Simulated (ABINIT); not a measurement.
Runs of ABINIT 10.8.3 (patched build) on Sb. The structure is cubic, space group Pm-3m (No. 221). Conventional cell: a = 3.160 Å, b = 3.160 Å, c = 3.160 Å, α = 90.00°, β = 90.00°, γ = 90.00°. Around Sb (site symmetry m-3m) lie 6 Sb at 3.16 Å. This isn't the form of Sb at room conditions, which is rhombohedral.

```tsv
level	gap on the mesh (eV)	pressure (GPa)
PBEsol	none	(b)
WC	none	-4.7
revPBE	none	-1.6
RPBE	none	-1.3
r2SCAN	none	(a)
BLYP	none	1.4
PBE	none	-2.5
LDA	none	-5.9
AM05	none	-4.8
PW91	none	-2.5
SCAN	none	-4.7
```

Alike in all rows: task single point; potentials or basis JTH PAW PBE v2.0; no spin polarisation; cell as given; k mesh 8 × 8 × 8; cutoff (eV) 517; smearing fermi-dirac 0.05 eV.

Task: Estimate the missing entries.

Result: (a) -3.4; (b) -4.9.

Caveats: the PAW data sets were made with another functional, which shifts forces and pressure a little (some runs).

A k mesh can miss the band edges, and the runs leave out spin-orbit coupling on Sb.

A gap of «none» marks a metal or a gap under the smearing width.
